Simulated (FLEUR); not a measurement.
# Ag (Fm-3m) in FLEUR: further runs

Runs on Ag. Level: PBE. Tasks: band structure, equation of state.

Program: FLEUR MaX-R8.1 (later development tree). These are calculated values, not measurements. Logs are shortened: lines on timing, memory, paths and dates and some standing lists are left out, and cuts for length are marked.

**1. Starting point**

The structure is cubic, space group Fm-3m (No. 225). Conventional cell: a = 4.085 Å, b = 4.085 Å, c = 4.085 Å, α = 90.00°, β = 90.00°, γ = 90.00°. Ag (site symmetry m-3m) has 12 Ag at 2.89 Å as nearest neighbours.

**2. Band structure, PBE**

File inp.xml:

```xml
<?xml version="1.0" encoding="UTF-8" standalone="no"?>
<fleurInput fleurInputVersion="0.39">
   <comment>
      Ag                                                                                                  
   </comment>
   <calculationSetup>
      <cutoffs Kmax="4.0" Gmax="20.0" GmaxXC="20.0" numbands="0"/>
      <scfLoop itmax="60" minDistance="0.00001" maxIterBroyd="15" imix="Anderson" alpha="0.05" precondParam="0.0" spinf="2.0" sdNocoIR="T"/>
      <coreElectrons ctail="T" frcor="F" kcrel="0" coretail_lmax="0"/>
      <xcFunctional name="pbe" relativisticCorrections="F"/>
      <magnetism jspins="1"/>
      <soc l_soc="F" theta="0.0" phi="0.0" spav="F"/>
      <expertModes spex="0" secvar="F"/>
      <geometryOptimization l_f="F" forcealpha="1.0" forcemix="BFGS" epsdisp="0.00001" epsforce="0.00001"/>
      <ldaU l_linMix="F" mixParam="0.05" spinf="1.0"/>
   </calculationSetup>
   <cell>
      <bzIntegration valenceElectrons="19.0" mode="hist" fermiSmearingEnergy="0.00183747">
         <kPointListSelection listName="default-1"/>
         <!-- k-points included here -->
         <xi:include xmlns:xi="http://www.w3.org/2001/XInclude" href="kpts.xml"> </xi:include>
      </bzIntegration>
      <!-- symmetry operations included here -->
      <xi:include xmlns:xi="http://www.w3.org/2001/XInclude" href="sym.xml"> </xi:include>
      <bulkLattice scale="1.0">
         <bravaisMatrix>
            <row-1>    0.0000000000000000     3.8602380410266495     3.8602380410266495</row-1>
            <row-2>    3.8602380410266495     0.0000000000000000     3.8602380410266495</row-2>
            <row-3>    3.8602380410266495     3.8602380410266495     0.0000000000000000</row-3>
         </bravaisMatrix>
      </bulkLattice>
   </cell>
   <atomSpecies>
      <species name="Silver (Ag)" element="Ag" atomicNumber="47">
         <mtSphere radius="2.53" gridPoints="837" logIncrement="0.015"/>
         <atomicCutoffs lmax="7" lnonsphr="5"/>
         <electronConfig flipSpins="F">
            <coreConfig>(1s1/2) (2s1/2) (2p1/2) (2p3/2) (3s1/2) (3p1/2) (3p3/2) (3d3/2) (3d5/2)</coreConfig>
            <valenceConfig>(4s1/2) (4p1/2) (4p3/2) (5s1/2) (4d3/2) (4d5/2)</valenceConfig>
            <stateOccupation state="(5s1/2)" spinUp="0.500000" spinDown="0.500000"/>
         </electronConfig>
         <energyParameters s="5" p="5" d="4" f="4"/>
         <lo type="SCLO" l="0" n="4" eDeriv="0"/>
         <lo type="SCLO" l="1" n="4" eDeriv="0"/>
         <lo type="SCLO" l="1" n="4" eDeriv="1"/>
         <lo type="SCLO" l="2" n="4" eDeriv="2"/>
         <lo type="SCLO" l="3" n="4" eDeriv="2"/>
      </species>
   </atomSpecies>
   <atomGroups>
      <atomGroup species="Silver (Ag)">
         <relPos label="                   1">.0000000000 .0000000000 .0000000000</relPos>
         <force calculate="T" relaxXYZ="TTT"/>
      </atomGroup>
   </atomGroups>
   <output dos="F" band="F" slice="F">
      <checks vchk="F" cdinf="F"/>
      <bandDOS minEnergy="-.5*Htr" maxEnergy="0.5*Htr" sigma="0.015" storeEVData="T"/>
      <vacuumDOS vacdos="F" integ="F" star="F" nstars="0" locx1="0.0" locy1="0.0" locx2="0.0" locy2="0.0" nstm="0" tworkf="0.0"/>
      <unfoldingBand unfoldBand="F" supercellX="1" supercellY="1" supercellZ="1"/>
      <plotting iplot="0" polar="F">
         <plot TwoD="T" vec1="  1.0  0.0  0.0" vec2="  0.0  1.0  0.0" vec3="  0.0  0.0  1.0" zero="  0.0  0.0  0.0" file="plot"/>
      </plotting>
      <chargeDensitySlicing numkpt="0" minEigenval="0.0" maxEigenval="0.0" nnne="0" pallst="F"/>
      <specialOutput eonly="F"/>
      <moessbauerParams electricFieldGradient="T" isomerShift="T" coreHyperfine="T" valenceHyperfine="T"/>
      <magneticCircularDichroism mcd="F" energyLo="-10.0" energyUp="0.0"/>
   </output>
  <!-- We include the file relax.xml here to enable relaxations (see documentation) -->
  <xi:include xmlns:xi="http://www.w3.org/2001/XInclude" href="relax.xml"> <xi:fallback/> </xi:include>
</fleurInput>
```

File crystal.txt:

```
Ag
&input cartesian=F /
0.0000000000  2.0427500000  2.0427500000
2.0427500000  0.0000000000  2.0427500000
2.0427500000  2.0427500000  0.0000000000
1.8897261246
1.0 1.0 1.0

1
47 0.0000000000  0.0000000000  0.0000000000

&kpt div1=11 div2=11 div3=11 gamma=T /
```

File inp.xml (bands):

```
<?xml version="1.0" encoding="UTF-8" standalone="no"?>
<fleurInput fleurInputVersion="0.39">
   <comment>
      Ag                                                                                                  
   </comment>
   <calculationSetup>
      <cutoffs Kmax="4.0" Gmax="20.0" GmaxXC="20.0" numbands="0"/>
      <scfLoop itmax="60" minDistance="0.00001" maxIterBroyd="15" imix="Anderson" alpha="0.05" precondParam="0.0" spinf="2.0" sdNocoIR="T"/>
      <coreElectrons ctail="T" frcor="F" kcrel="0" coretail_lmax="0"/>
      <xcFunctional name="pbe" relativisticCorrections="F"/>
      <magnetism jspins="1"/>
      <soc l_soc="F" theta="0.0" phi="0.0" spav="F"/>
      <expertModes spex="0" secvar="F"/>
      <geometryOptimization l_f="F" forcealpha="1.0" forcemix="BFGS" epsdisp="0.00001" epsforce="0.00001"/>
      <ldaU l_linMix="F" mixParam="0.05" spinf="1.0"/>
   </calculationSetup>
   <cell>
      <bzIntegration valenceElectrons="19.0" mode="hist" fermiSmearingEnergy="0.00183747">
         <kPointListSelection listName="path-1"/>
         <!-- k-points included here -->
         <xi:include xmlns:xi="http://www.w3.org/2001/XInclude" href="kpts.xml"> </xi:include>
      </bzIntegration>
      <!-- symmetry operations included here -->
      <xi:include xmlns:xi="http://www.w3.org/2001/XInclude" href="sym.xml"> </xi:include>
      <bulkLattice scale="1.0">
         <bravaisMatrix>
            <row-1>    0.0000000000000000     3.8602380410266495     3.8602380410266495</row-1>
            <row-2>    3.8602380410266495     0.0000000000000000     3.8602380410266495</row-2>
            <row-3>    3.8602380410266495     3.8602380410266495     0.0000000000000000</row-3>
         </bravaisMatrix>
      </bulkLattice>
   </cell>
   <atomSpecies>
      <species name="Silver (Ag)" element="Ag" atomicNumber="47">
         <mtSphere radius="2.53" gridPoints="837" logIncrement="0.015"/>
         <atomicCutoffs lmax="7" lnonsphr="5"/>
         <electronConfig flipSpins="F">
            <coreConfig>(1s1/2) (2s1/2) (2p1/2) (2p3/2) (3s1/2) (3p1/2) (3p3/2) (3d3/2) (3d5/2)</coreConfig>
            <valenceConfig>(4s1/2) (4p1/2) (4p3/2) (5s1/2) (4d3/2) (4d5/2)</valenceConfig>
            <stateOccupation state="(5s1/2)" spinUp="0.500000" spinDown="0.500000"/>
         </electronConfig>
         <energyParameters s="5" p="5" d="4" f="4"/>
         <lo type="SCLO" l="0" n="4" eDeriv="0"/>
         <lo type="SCLO" l="1" n="4" eDeriv="0"/>
         <lo type="SCLO" l="1" n="4" eDeriv="1"/>
         <lo type="SCLO" l="2" n="4" eDeriv="2"/>
         <lo type="SCLO" l="3" n="4" eDeriv="2"/>
      </species>
   </atomSpecies>
   <atomGroups>
      <atomGroup species="Silver (Ag)">
         <relPos label="                   1">.0000000000 .0000000000 .0000000000</relPos>
         <force calculate="T" relaxXYZ="TTT"/>
      </atomGroup>
   </atomGroups>
   <output dos="F" band="T" slice="F">
      <checks vchk="F" cdinf="F"/>
      <bandDOS minEnergy="-.5*Htr" maxEnergy="0.5*Htr" sigma="0.015" storeEVData="T"/>
      <vacuumDOS vacdos="F" integ="F" star="F" nstars="0" locx1="0.0" locy1="0.0" locx2="0.0" locy2="0.0" nstm="0" tworkf="0.0"/>
      <unfoldingBand unfoldBand="F" supercellX="1" supercellY="1" supercellZ="1"/>
      <plotting iplot="0" polar="F">
         <plot TwoD="T" vec1="  1.0  0.0  0.0" vec2="  0.0  1.0  0.0" vec3="  0.0  0.0  1.0" zero="  0.0  0.0  0.0" file="plot"/>
      </plotting>
      <chargeDensitySlicing numkpt="0" minEigenval="0.0" maxEigenval="0.0" nnne="0" pallst="F"/>
      <specialOutput eonly="F"/>
      <moessbauerParams electricFieldGradient="T" isomerShift="T" coreHyperfine="T" valenceHyperfine="T"/>
      <magneticCircularDichroism mcd="F" energyLo="-10.0" energyUp="0.0"/>
   </output>
  <!-- We include the file relax.xml here to enable relaxations (see documentation) -->
  <xi:include xmlns:xi="http://www.w3.org/2001/XInclude" href="relax.xml"> <xi:fallback/> </xi:include>
</fleurInput>
```

Potentials or basis: all-electron, FLAPW.

Run with:

```
$ inpgen -f crystal.txt -profile fast
$ # inp.xml edited to the form shown
$ fleur_MPI
$ fleur_MPI   # second run, on inp.xml (bands)
```

Output:

```text
Welcome to FLEUR        (www.flapw.de)
      MaX-Release 8.1          (www.max-centre.eu)

 ========== k-point set info ==========
 Selected k-point list: default-1
 k-point list type: mesh
 11 x 11 x 11
 Number of k points: 56

 ------------Calculation Setup---------------------------
 Number of MPI-tasks      :            1
 Number of PE/node        :            1
 Number of OMP-threads    :            1
 Most efficient MPI parallelization for:
           1           2           4           7           8          14          28          56
 Additional eigenvalue parallelization possible
 Number of basis functions:          172
 Approximate size of matrices (H+S) per k-point:         0.000 GB
 --------------------------------------------------------
 Iteration:     1   Distance:      10.92745263 me/bohr^3
 Iteration:     2   Distance:       9.34016581 me/bohr^3
 Iteration:     3   Distance:       3.65254970 me/bohr^3
 Iteration:     4   Distance:       1.89513267 me/bohr^3
 Iteration:     5   Distance:       1.31993453 me/bohr^3
 Iteration:     6   Distance:       0.21224190 me/bohr^3
 Iteration:     7   Distance:       0.09434878 me/bohr^3
 Iteration:     8   Distance:       0.00557726 me/bohr^3
 Iteration:     9   Distance:       0.00264568 me/bohr^3
 Iteration:    10   Distance:       0.00057145 me/bohr^3
 Iteration:    11   Distance:       0.00002819 me/bohr^3
 Iteration:    12   Distance:       0.00001592 me/bohr^3
 Iteration:    13   Distance:       0.00000036 me/bohr^3

 ********************************************************************
 Run finished successfully
 Stop message:
   all done
 ********************************************************************
```

output (bands):

```text
Welcome to FLEUR        (www.flapw.de)
      MaX-Release 8.1          (www.max-centre.eu)

 ========== k-point set info ==========
 Selected k-point list: path-1
 k-point list type: path
 Number of k points: 60

 ------------Calculation Setup---------------------------
 Number of MPI-tasks      :            1
 Number of PE/node        :            1
 Number of OMP-threads    :            1
 Most efficient MPI parallelization for:
           1           2           3           4           5           6          10          12          15          20          30          60
 Additional eigenvalue parallelization possible
 Number of basis functions:          172
 Approximate size of matrices (H+S) per k-point:         0.000 GB
 --------------------------------------------------------
 Fermi energy correction for insulators:
 No automatic correction of the Fermi energy has been performed.

 Note: Band structure data (together with different weights) is also stored in the banddos.hdf file.
       A convenient way of extracting and plotting the data from that file is by making use of the

 ********************************************************************
 Run finished successfully
 Stop message:
   Charge density postprocessing done.
 ********************************************************************
```

out.xml (last iteration):

```text
<iteration numberForCurrentRun="   13" overallNumber="   13">
         <energyParameters units="Htr">
            <atomicEP atomType="1" spin="1" branch="5s" branchLowest="-3.03" branchHighest="1.50" value="0.2486899281"/>
            <atomicEP atomType="1" spin="1" branch="5p" branchLowest="-1.68" branchHighest="2.15" value="0.3967556106"/>
            <atomicEP atomType="1" spin="1" branch="4d" branchLowest="-12.71" branchHighest="0.32" value="0.1912616231"/>
            <atomicEP atomType="1" spin="1" branch="4f" branchLowest="-9.99" branchHighest="2.30" value="0.7035937228"/>
            <loAtomicEP atomType="1" spin="1" branch="4s" branchLowest="-24.66" branchHighest="-3.03" value="-3.0352841120"/>
            <loAtomicEP atomType="1" spin="1" branch="4p" branchLowest="-20.02" branchHighest="-1.68" value="-1.6979452078"/>
            <loAtomicEP atomType="1" spin="1" branch="4p" branchLowest="-20.02" branchHighest="-1.68" value="-1.6979452078"/>
            <loAtomicEP atomType="1" spin="1" branch="4d" branchLowest="-12.71" branchHighest="0.32" value="0.1845835679"/>
            <loAtomicEP atomType="1" spin="1" branch="4f" branchLowest="-9.99" branchHighest="2.30" value="0.7035951545"/>
         </energyParameters>
         <eigenvalues>
            <eigenvaluesAt spin="1" ikpt="1" k_x="0.00000000" k_y="0.00000000" k_z="0.00000000">
                      -3.0359172155       -1.6902085604       -1.6902085604       -1.6902085604        0.0582264016
                       0.1681578069        0.1681578069        0.1681578069        0.2062798356        0.2062798356
                       0.9276975311        1.0593829905        1.0593829905        1.0593829905        1.2437771739
            </eigenvaluesAt>
            <eigenvaluesAt spin="1" ikpt="2" k_x="0.00000000" k_y="0.00000000" k_z="0.09090909">
                      -3.0358668879       -1.6906880123       -1.6902806032       -1.6902806032        0.0676282627
                       0.1661230944        0.1706821249        0.1706821249        0.2053942902        0.2053942902
                       0.9268841578        0.9955370706        1.0635544046        1.0635544046        1.2238707131
            </eigenvaluesAt>
            <eigenvaluesAt spin="1" ikpt="3" k_x="0.00000000" k_y="0.00000000" k_z="0.18181818">
                      -3.0357327704       -1.6919747890       -1.6904755855       -1.6904755855        0.0921233754
                       0.1647818515        0.1751935685        0.1751935685        0.2057453428        0.2057453428
                       0.8482119289        0.9599585496        1.0697172756        1.0697172756        1.1784990587
            </eigenvaluesAt>
            <eigenvaluesAt spin="1" ikpt="4" k_x="0.00000000" k_y="0.00000000" k_z="0.27272727">
[... 21 lines left out ...]
            <state n="3" l="1" j="0.5" energy="-20.8035919234" weight="1.0000000000"/>
            <state n="3" l="1" j="1.5" energy="-19.6663927262" weight="2.0000000000"/>
            <state n="3" l="2" j="1.5" energy="-12.8488402140" weight="2.0000000000"/>
            <state n="3" l="2" j="2.5" energy="-12.6198245729" weight="3.0000000000"/>
         </coreStates>
         <allElectronCharges>
            <spinDependentCharge spin="1" total="47.0000000" interstitial="1.1653366" mtSpheres="45.8346634"/>
            <totalCharge value="46.9999999996"/>
         </allElectronCharges>
         <moessbauerParams unitsHFF="kG" unitsIS="e/bohr^3" unitsEFG="Htr/bohr^2">
            <coreIsomerShift atomType="1" isTotal="147445.59945">
               <shell n="1" l="0" isomerShift="129458.54887"/>
               <shell n="2" l="0" isomerShift="14817.12719"/>
               <shell n="2" l="1" isomerShift="309.83429"/>
               <shell n="3" l="0" isomerShift="2797.39539"/>
               <shell n="3" l="1" isomerShift="62.69369"/>
               <shell n="3" l="2" isomerShift="0.00001"/>
            </coreIsomerShift>
            <isomerShift atomType="1" nucleusRadius="0.0001124" averageDensity="147993.39982"/>
            <electricFieldGradient atomType="1" VXX="0.00000" VYY="0.00000" VZZ="0.00000" asymParam="0.00000">
            </electricFieldGradient>
         </moessbauerParams>
         <totalEnergy                                    value="    -5317.3074741058" units="Htr">
            <sumOfEigenvalues                            value="    -3178.7324576926">
               <coreElectrons value="-3164.5434383755"/>
               <valenceElectrons value="-14.1890193170"/>
            </sumOfEigenvalues>
            <densityCoulombPotentialIntegral value="-8547.8449498057"/>
            <densityEffectivePotentialIntegral value="-8742.8811781376"/>
            <chargeDenXCDenIntegral value="-149.5063948885"/>
            <FockExchangeEnergyValence value="0.0000000000"/>
            <FockExchangeEnergyCore value="0.0000000000"/>
            <atomTypeDependentContributions atomType="1">
               <electronNucleiInteractionDifferentMTs value="6438.8317867572"/>
               <MadelungTerm value="-19.1955380022"/>
            </atomTypeDependentContributions>
            <tkbTimesEntropy value="0.0000996046"/>
            <freeEnergy value="-5317.3075737104"/>
            <extrapolationTo0K value="-5317.3075239081"/>
         </totalEnergy>
         <densityConvergence units="me/bohr^3">
            <chargeDensity spin="1" distance="0.0000003612"/>
         </densityConvergence>
      </iteration>
```

Wall time 11 s (1 thread of Arm Neoverse V2, shared host); peak memory 0.08 GiB.

Results:

| Item | Value |
| --- | --- |
| Free energy | -144691.3102 eV |
| Band gap along the path | none (metal or under the smearing width) |
| Valence electrons inside the program's atomic spheres | Ag 17.83 (radii Ag 2.53 bohr) |

Levels at the corners of the path, in eV from the Fermi level:
```tsv
point	band 7	band 8	band 9	band 10	band 11	band 12
Γ	-5.04	-5.04	-4.00	-4.00	15.63	19.21
X	-3.23	-2.99	-2.99	1.35	6.50	10.40
W	-5.31	-3.99	-2.99	5.71	5.71	6.75
K	-4.32	-3.78	-3.28	4.05	5.01	6.90
Γ	-5.04	-5.04	-4.00	-4.00	15.63	19.21
L	-5.06	-3.20	-3.20	-0.66	3.36	14.90
U	-4.32	-3.78	-3.28	4.05	5.01	6.90
W	-5.31	-3.99	-2.99	5.71	5.71	6.75
L	-5.06	-3.20	-3.20	-0.66	3.36	14.90
K	-4.32	-3.78	-3.28	4.05	5.01	6.90
U	-4.32	-3.78	-3.28	4.05	5.01	6.90
X	-3.23	-2.99	-2.99	1.35	6.50	10.40
```

Core levels (eV from the Fermi level):
```csv
atom,levels
1 Ag,"1s1/2 -25313.1, 2s1/2 -3723.8, 2p1/2 -3460.3, 2p3/2 -3284.9, 3s1/2 -680.5, 3p1/2 -575.7, 3p3/2 -544.8, 3d3/2 -359.2, 3d5/2 -353.0"
```

[end of part 1 of 2]
